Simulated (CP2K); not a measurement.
# BP (F-43m) in CP2K: further runs

The runs below take BP through band structure, with PBEsol, LDA, r2SCAN, TB-mBJ.

Everything below comes from runs of CP2K 2026.2. Logs are shortened: lines on timing, memory, paths and dates and some standing lists are left out, and cuts for length are marked.

## (1) Starting point

It takes space group F-43m (No. 216, cubic). The conventional cell has a = 4.538 Å, b = 4.538 Å, c = 4.538 Å, α = 90.00°, β = 90.00°, γ = 90.00°. Around P (site symmetry -43m) lie 4 B at 1.97 Å. Around B (site symmetry -43m) lie 4 P at 1.97 Å.

## (2) Band structure, PBEsol

Input file bp_bands.inp:

```
&GLOBAL
  PROJECT bp_bands
  RUN_TYPE ENERGY_FORCE
  PRINT_LEVEL LOW
&END GLOBAL
&FORCE_EVAL
  METHOD QS
  STRESS_TENSOR ANALYTICAL
  &DFT
    BASIS_SET_FILE_NAME BASIS_MOLOPT_UZH
    POTENTIAL_FILE_NAME POTENTIAL_UZH
    &MGRID
      CUTOFF 450
      REL_CUTOFF 60
      NGRIDS 5
    &END MGRID
    &QS
      METHOD GPW
      EPS_DEFAULT 1.0E-9
    &END QS
    &KPOINTS
      SCHEME MONKHORST-PACK 10 10 10
      GAMMA_CENTERED T
      SYMMETRY T
      SYMMETRY_BACKEND SPGLIB
    &END KPOINTS
    &SCF
      SCF_GUESS ATOMIC
      EPS_SCF 1.0E-6
      MAX_SCF 100
      ADDED_MOS 10
      CHOLESKY OFF
      EPS_EIGVAL 1.0E-7
      &DIAGONALIZATION ON
        ALGORITHM STANDARD
      &END DIAGONALIZATION
      &MIXING ON
        METHOD BROYDEN_MIXING
        ALPHA 0.4
        BETA 1.5
        NBUFFER 8
      &END MIXING
      &SMEAR ON
        METHOD FERMI_DIRAC
        ELECTRONIC_TEMPERATURE [K] 300.557
      &END SMEAR
    &END SCF
    &XC
      &XC_FUNCTIONAL
        &GGA_X_PBE_SOL
        &END GGA_X_PBE_SOL
        &GGA_C_PBE_SOL
        &END GGA_C_PBE_SOL
      &END XC_FUNCTIONAL
    &END XC
    &PRINT
      &KPOINTS ON
      &END KPOINTS
      &MULLIKEN ON
      &END MULLIKEN
      &MO ON
        ENERGIES T
        OCCUPATION_NUMBERS T
        &EACH
          QS_SCF 0
        &END EACH
        ADD_LAST NUMERIC
      &END MO
      &BAND_STRUCTURE
        FILE_NAME bands.bs
        ADDED_MOS 4
        &KPOINT_SET
          UNITS B_VECTOR
          NPOINTS 6
          SPECIAL_POINT GAMMA 0.00000000 0.00000000 0.00000000
          SPECIAL_POINT X 0.50000000 0.00000000 0.50000000
          SPECIAL_POINT W 0.50000000 0.25000000 0.75000000
          SPECIAL_POINT K 0.37500000 0.37500000 0.75000000
          SPECIAL_POINT GAMMA 0.00000000 0.00000000 0.00000000
          SPECIAL_POINT L 0.50000000 0.50000000 0.50000000
          SPECIAL_POINT U 0.62500000 0.25000000 0.62500000
          SPECIAL_POINT W 0.50000000 0.25000000 0.75000000
          SPECIAL_POINT L 0.50000000 0.50000000 0.50000000
          SPECIAL_POINT K 0.37500000 0.37500000 0.75000000
        &END KPOINT_SET
        &KPOINT_SET
          UNITS B_VECTOR
          NPOINTS 6
          SPECIAL_POINT U 0.62500000 0.25000000 0.62500000
          SPECIAL_POINT X 0.50000000 0.00000000 0.50000000
        &END KPOINT_SET
      &END BAND_STRUCTURE
    &END PRINT
  &END DFT
  &SUBSYS
    &CELL
      A 3.2088505730 0.0000000000 0.0000000000
      B 1.6044252865 2.7789461132 0.0000000000
      C 1.6044252865 0.9263153711 2.6200155216
      PERIODIC XYZ
    &END CELL
    &COORD
      P   4.8132758595 2.7789461132 1.9650116412
      B   0.0000000000 0.0000000000 0.0000000000
    &END COORD
    &KIND P
      BASIS_SET TZVP-MOLOPT-PBE-GTH-q5
      POTENTIAL GTH-PBE-q5
    &END KIND
    &KIND B
      BASIS_SET TZVP-MOLOPT-PBE-GTH-q3
      POTENTIAL GTH-PBE-q3
    &END KIND
    &PRINT
      &ATOMIC_COORDINATES ON
      &END ATOMIC_COORDINATES
      &CELL ON
      &END CELL
    &END PRINT
  &END SUBSYS
  &PRINT
    &FORCES ON
    &END FORCES
    &STRESS_TENSOR ON
    &END STRESS_TENSOR
  &END PRINT
&END FORCE_EVAL
```

Potentials or basis: POTENTIAL_UZH P GTH-PBE-q5, B GTH-PBE-q3; TZVP-MOLOPT-PBE-GTH basis.

Run with:

```bash
$ OMP_NUM_THREADS=1 cp2k.psmp -i bp_bands.inp -o bp_bands.out
```

bp_bands.out:

```text

 CP2K| version string:                                       CP2K version 2026.2
 CP2K| Input file name                                              bp_bands.inp

 GLOBAL| Force Environment number                                              1
 GLOBAL| Basis set file name                                    BASIS_MOLOPT_UZH
 GLOBAL| Potential file name                                       POTENTIAL_UZH
 GLOBAL| MM Potential file name                                     MM_POTENTIAL
 GLOBAL| Coordinate file name                                      __STD_INPUT__
 GLOBAL| Method name                                                        CP2K
 GLOBAL| Project name                                                   bp_bands
 GLOBAL| Run type                                                   ENERGY_FORCE
 GLOBAL| FFT library                                                       FFTW3
[... 6 lines left out ...]
 GLOBAL| Total number of message passing processes                             1
 GLOBAL| Number of threads for this process                                    1
 GLOBAL| CPU model name                                                  UNKNOWN

 CELL| Volume [angstrom^3]:                                            23.363262
 CELL| Vector a [angstrom]:       3.209     0.000     0.000   |a| =     3.208851
 CELL| Vector b [angstrom]:       1.604     2.779     0.000   |b| =     3.208851
 CELL| Vector c [angstrom]:       1.604     0.926     2.620   |c| =     3.208851
 CELL| Angle (b,c), alpha [degree]:                                    60.000000
 CELL| Angle (a,c), beta  [degree]:                                    60.000000
 CELL| Angle (a,b), gamma [degree]:                                    60.000000
 CELL| Numerically orthorhombic:                                              NO
 CELL| Periodicity                                                           XYZ

 CELL_REF| Volume [angstrom^3]:                                        23.363262
 CELL_REF| Vector a [angstrom     3.209     0.000     0.000   |a| =     3.208851
 CELL_REF| Vector b [angstrom     1.604     2.779     0.000   |b| =     3.208851
 CELL_REF| Vector c [angstrom     1.604     0.926     2.620   |c| =     3.208851
 CELL_REF| Angle (b,c), alpha [degree]:                                60.000000
 CELL_REF| Angle (a,c), beta  [degree]:                                60.000000
 CELL_REF| Angle (a,b), gamma [degree]:                                60.000000
 CELL_REF| Numerically orthorhombic:                                          NO
 CELL_REF| Periodicity                                                       XYZ
[... 10 lines left out ...]

  Total number of            - Atomic kinds:                                   2
                             - Atoms:                                          2
                             - Shell sets:                                     2
                             - Shells:                                        14
                             - Primitive Cartesian functions:                  9
                             - Cartesian basis functions:                     36
                             - Spherical basis functions:                     34

  Maximum angular momentum of- Orbital basis functions:                        2
                             - Local part of the GTH pseudopotential:          2
                             - Non-local part of the GTH pseudopotential:      2

 MODULE QUICKSTEP: ATOMIC COORDINATES IN ANGSTROM

   Atom Kind Element         X             Y             Z       Z(eff)     Mass
      1    1 P    15      4.813276      2.778946      1.965012   5.0000  30.9738
      2    2 B     5      0.000000      0.000000      0.000000   3.0000  10.8110

 SCF PARAMETERS         Density guess:                                    ATOMIC
                        --------------------------------------------------------
                        max_scf:                                             100
[... 7 lines left out ...]
                        --------------------------------------------------------
                        level_shift [a.u.]:                             0.000000
                        added MOs                                        10    0
                        --------------------------------------------------------
                        Mixing method:                            BROYDEN_MIXING
                                                charge density mixing in g-space
                        --------------------------------------------------------
                        Smear method:                                FERMI_DIRAC
                        Electronic temperature [K]:                        300.6
                        Electronic temperature [a.u.]:                  9.52E-04
[... 68 lines left out ...]

 SCF WAVEFUNCTION OPTIMIZATION

  Step     Update method      Time    Convergence         Total energy    Change
  ------------------------------------------------------------------------------
     1 NoMix/Diag. 0.40E+00    2.5     0.91211220        -9.6598468385 -9.66E+00
     2 Broy./Diag. 0.40E+00    1.9     0.08763739        -9.2334866857  4.26E-01
     3 Broy./Diag. 0.40E+00    1.9     0.14000674        -9.3124470346 -7.90E-02
     4 Broy./Diag. 0.40E+00    1.9     0.03643544        -9.3769971133 -6.46E-02
     5 Broy./Diag. 0.40E+00    1.9     0.00651704        -9.4169151801 -3.99E-02
     6 Broy./Diag. 0.40E+00    1.9     0.00425600        -9.4356045358 -1.87E-02
     7 Broy./Diag. 0.40E+00    1.9     0.00020065        -9.4370059957 -1.40E-03
     8 Broy./Diag. 0.40E+00    1.9     0.00009572        -9.4372748347 -2.69E-04
     9 Broy./Diag. 0.40E+00    1.9     0.00001301        -9.4373352383 -6.04E-05
    10 Broy./Diag. 0.40E+00    1.9     0.00000815        -9.4373623364 -2.71E-05
    11 Broy./Diag. 0.40E+00    1.9     0.00000215        -9.4373598911  2.45E-06
    12 Broy./Diag. 0.40E+00    1.9     0.00000049        -9.4373593910  5.00E-07

  *** SCF run converged in    12 steps ***

  Electronic density on regular grids:         -7.9999999996        0.0000000004
  Core density on regular grids:                7.9999999875       -0.0000000125
  Total charge density on r-space grids:       -0.0000000121
  Total charge density g-space grids:          -0.0000000121

  Overlap energy of the core charge distribution:               0.00000001025609
  Self energy of the core charge distribution:                -22.45043181603867
  Core Hamiltonian energy:                                      5.62457769022833
  Hartree energy:                                              10.18720405624395
  Exchange-correlation energy:                                 -2.79870933170052
  Electronic entropic energy:                                  -0.00000000000009
  Fermi energy:                                                 0.30672117018418

  Total energy:                                                -9.43735939101092
  Total energy (extrapolated to T->0):                         -9.43735939101087

 MO| EIGENVALUES AND OCCUPATION NUMBERS FOR K POINT 1
 MO|
 MO|  Index      Eigenvalue [a.u.]        Eigenvalue [eV]             Occupation
 MO|      1              -0.189476              -5.155910               2.000000
 MO|      2              -0.014165              -0.385462               2.000000
 MO|      3               0.222014               6.041301               2.000000
 MO|      4               0.222014               6.041308               2.000000
 MO|      5               0.422137              11.486939               0.000000
 MO|      6               0.458662              12.480839               0.000000
 MO|      7               0.458669              12.481013               0.000000
 MO|      8               0.704579              19.172571               0.000000
 MO|      9               0.793856              21.601921               0.000000
 MO|     10               0.793861              21.602067               0.000000
 MO|     11               0.860868              23.425422               0.000000
 MO|     12               1.032755              28.102703               0.000000
 MO|     13               1.052320              28.635078               0.000000
[... 263 lines left out ...]
 MO|      4               0.127921               3.480894               2.000000
 MO|      5               0.370089              10.070632               0.000000
 MO|      6               0.410303              11.164920               0.000000
 MO|      7               0.626987              17.061182               0.000000
 MO|      8               0.685765              18.660624               0.000000
 MO|      9               0.794751              21.626267               0.000000
 MO|     10               0.877639              23.881775               0.000000
 MO|     11               0.943482              25.673444               0.000000
 MO|     12               1.055087              28.710383               0.000000
 MO|     13               1.071694              29.162289               0.000000
 MO|     14               1.189894              32.378666               0.000000
 MO| Sum:                                                               8.000000
 MO| E(Fermi):            0.306721 a.u.          8.346307 eV
 MO| Band gap:            0.242168 a.u.          6.589738 eV

 [... the levels of further k-points ...]

 !-----------------------------------------------------------------------------!
                     Mulliken Population Analysis

 #  Atom  Element  Kind  Atomic population                           Net charge
       1     P        1          4.825098                              0.174902
       2     B        2          3.174902                             -0.174902
 # Total charge                              8.000000                 -0.000000

 !-----------------------------------------------------------------------------!

 KPOINTS| Band Structure Calculation
 KPOINTS| Number of k-point sets                                               2
 KPOINTS| Number of added MOs/bands                                            4
 KPOINTS| Number of k-points in set    1                                      55
 KPOINTS| In units of b-vector [2pi/Bohr]
 KPOINTS| Special point     1       GAMMA     0.000000     0.000000     0.000000
 KPOINTS| Special point     2           X     0.500000     0.000000     0.500000
 KPOINTS| Special point     3           W     0.500000     0.250000     0.750000
 KPOINTS| Special point     4           K     0.375000     0.375000     0.750000
 KPOINTS| Special point     5       GAMMA     0.000000     0.000000     0.000000
 KPOINTS| Special point     6           L     0.500000     0.500000     0.500000
 KPOINTS| Special point     7           U     0.625000     0.250000     0.625000
 KPOINTS| Special point     8           W     0.500000     0.250000     0.750000
 KPOINTS| Special point     9           L     0.500000     0.500000     0.500000
 KPOINTS| Special point    10           K     0.375000     0.375000     0.750000
 KPOINTS| Number of k-points in set    2                                       7
 KPOINTS| In units of b-vector [2pi/Bohr]
 KPOINTS| Special point     1           U     0.625000     0.250000     0.625000
 KPOINTS| Special point     2           X     0.500000     0.000000     0.500000

 ENERGY| Total FORCE_EVAL ( QS ) energy [hartree]             -9.437358985603437

 FORCES| Atomic forces [hartree/bohr]
 FORCES|   Atom     x               y               z               |f|
 FORCES|      1 -8.51592786E-10  3.18487057E-09  5.31918133E-09   6.25797897E-09
 FORCES|      2 -3.62171121E-09  1.96245305E-08 -4.40960944E-08   4.84014930E-08
 FORCES| Sum    -4.47330399E-09  2.28094011E-08 -3.87769130E-08
 FORCES| Total atomic force                                       4.52098243E-08

 STRESS| Analytical stress tensor [bar]
 STRESS|                        x                   y                   z
 STRESS|      x       -1.16516261326E+04  -5.71742614116E-02   1.71224666653E-02
 STRESS|      y       -5.71742614116E-02  -1.16526066621E+04  -3.06181878947E+00
 STRESS|      z        1.71224666653E-02  -3.06181878947E+00  -1.16496986192E+04
 STRESS| 1/3 Trace                                            -1.16513104713E+04
 STRESS| Determinant                                          -1.58170063157E+12

 STRESS| Eigenvectors and eigenvalues of the analytical stress tensor [bar]
 STRESS|                        1                   2                   3
 STRESS| Eigenvalues  -1.16545426969E+04  -1.16516261310E+04  -1.16477625861E+04
 STRESS|      x           0.013433357293      0.999841860758      0.011653256522
 STRESS|      y           0.845244835252     -0.005128315302     -0.534354628371
 STRESS|      z           0.534210364361     -0.017028031533      0.845180059367
```

Wall time 27 s (1 thread of Arm Neoverse V2, shared host); peak memory 0.23 GiB.

Results:

| Item | Value |
| --- | --- |
| Free energy | -256.8036 eV |
| Pressure | -1.2 GPa |
| Band gap on the k mesh | 1.23 eV, indirect (least direct gap 3.40 eV) |
| Band gap along the path | 1.23 eV, indirect (least direct gap 3.40 eV) |
| Mulliken charges | P +0.17; B -0.17 e |

Levels at the corners of the path, in eV from the valence-band top:
```tsv
point	band 2	band 3	band 4	band 5	band 6	band 7
Γ	0.00	0.00	0.00	3.40	3.40	3.40
X	-8.59	-4.12	-4.12	1.47	1.54	12.10
W	-8.04	-5.73	-5.53	5.40	6.72	7.29
K	-8.16	-6.29	-3.51	2.13	6.10	9.84
Γ	0.00	0.00	0.00	3.40	3.40	3.40
L	-9.09	-1.74	-1.74	3.76	4.72	4.72
U	-8.16	-6.29	-3.51	2.13	6.10	9.84
W	-8.04	-5.73	-5.53	5.40	6.72	7.29
L	-9.09	-1.74	-1.74	3.76	4.72	4.72
K	-8.16	-6.29	-3.51	2.13	6.10	9.84
U	-8.16	-6.29	-3.51	2.13	6.10	9.84
X	-8.59	-4.12	-4.12	1.47	1.54	12.10
```

Caveat: Mulliken charges move with the basis; the potentials were made for another functional, which shifts forces and pressure; the basis of atomic orbitals isn't converged, which shifts pressures, moduli and gaps. A hybrid or GW would open this gap; PBEsol tends to underestimate it.

## (3) Band structure, LDA

bp_bands.inp, as its differences from that of step 2:

```diff
@@ -10,3 +10,3 @@
     BASIS_SET_FILE_NAME BASIS_MOLOPT_UZH
-    POTENTIAL_FILE_NAME POTENTIAL_UZH
+    POTENTIAL_FILE_NAME GTH_POTENTIALS
     &MGRID
@@ -18,3 +18,3 @@
       METHOD GPW
-      EPS_DEFAULT 1.0E-9
+      EPS_DEFAULT 1.0E-10
     &END QS
@@ -44,3 +44,3 @@
         METHOD FERMI_DIRAC
-        ELECTRONIC_TEMPERATURE [K] 300.557
+        ELECTRONIC_TEMPERATURE [K] 1160.452
       &END SMEAR
@@ -49,6 +49,6 @@
       &XC_FUNCTIONAL
-        &GGA_X_PBE_SOL
-        &END GGA_X_PBE_SOL
-        &GGA_C_PBE_SOL
-        &END GGA_C_PBE_SOL
+        &LDA_X
+        &END LDA_X
+        &LDA_C_PW
+        &END LDA_C_PW
       &END XC_FUNCTIONAL
@@ -70,6 +70,6 @@
         FILE_NAME bands.bs
-        ADDED_MOS 4
+        ADDED_MOS 2
         &KPOINT_SET
           UNITS B_VECTOR
-          NPOINTS 6
+          NPOINTS 8
           SPECIAL_POINT GAMMA 0.00000000 0.00000000 0.00000000
@@ -87,3 +87,3 @@
           UNITS B_VECTOR
-          NPOINTS 6
+          NPOINTS 8
           SPECIAL_POINT U 0.62500000 0.25000000 0.62500000
@@ -96,5 +96,4 @@
     &CELL
-      A 3.2088505730 0.0000000000 0.0000000000
-      B 1.6044252865 2.7789461132 0.0000000000
-      C 1.6044252865 0.9263153711 2.6200155216
+      ABC 3.2088505730 3.2088505730 3.2088505730
+      ALPHA_BETA_GAMMA 59.9999999998 60.0000000004 60.0000000003
       PERIODIC XYZ
@@ -107,3 +106,3 @@
       BASIS_SET TZVP-MOLOPT-PBE-GTH-q5
-      POTENTIAL GTH-PBE-q5
+      POTENTIAL GTH-PADE-q5
     &END KIND
@@ -111,3 +110,3 @@
       BASIS_SET TZVP-MOLOPT-PBE-GTH-q3
-      POTENTIAL GTH-PBE-q3
+      POTENTIAL GTH-PADE-q3
     &END KIND
@@ -118,2 +117,4 @@
       &END CELL
+      &SYMMETRY ON
+      &END SYMMETRY
     &END PRINT
```

Potentials or basis: GTH_POTENTIALS P GTH-PADE-q5, B GTH-PADE-q3; TZVP-MOLOPT-PBE-GTH basis.

Run with:

```bash
$ OMP_NUM_THREADS=1 cp2k.psmp -i bp_bands.inp -o bp_bands.out
```

It took 31 s on 1 thread of Arm Neoverse V2, shared host; peak memory 0.23 GiB.

It converged, with:

```yaml
Free_energy: -258.6054 eV
Pressure: -6.1 GPa
Band_gap_on_the_k_mesh: 1.31 eV, indirect (least direct gap 3.43 eV)
Band_gap_along_the_path: 1.33 eV, indirect (least direct gap 3.43 eV)
Mulliken_charges: P +0.29; B -0.29 e
```

Levels at the corners of the path, in eV from the valence-band top:
```tsv
point	band 1	band 2	band 3	band 4	band 5	band 6	band 7	band 8	band 9
Γ	-15.40	0.00	0.00	0.00	3.43	3.43	3.43	7.57	12.23
X	-10.57	-8.47	-4.08	-4.08	1.57	1.60	12.01	12.01	15.07
W	-10.29	-7.93	-5.66	-5.47	5.44	6.75	7.25	7.74	12.74
K	-10.56	-8.05	-6.22	-3.47	2.21	6.12	9.80	10.67	11.56
Γ	-15.40	0.00	0.00	0.00	3.43	3.43	3.43	7.57	12.23
L	-12.07	-9.00	-1.73	-1.73	3.80	4.77	4.77	11.65	14.93
U	-10.56	-8.05	-6.22	-3.47	2.21	6.12	9.80	10.67	11.56
W	-10.29	-7.93	-5.66	-5.47	5.44	6.75	7.25	7.74	12.74
L	-12.07	-9.00	-1.73	-1.73	3.80	4.77	4.77	11.65	14.93
K	-10.56	-8.05	-6.22	-3.47	2.21	6.12	9.80	10.67	11.56
U	-10.56	-8.05	-6.22	-3.47	2.21	6.12	9.80	10.67	11.56
X	-10.57	-8.47	-4.08	-4.08	1.57	1.60	12.01	12.01	15.07
```

Caveat: Mulliken charges move with the basis; the basis of atomic orbitals isn't converged, which shifts pressures, moduli and gaps. LDA gaps usually lie below the measured ones, often by a third to a half.

(Continued in part 2 of 2.)
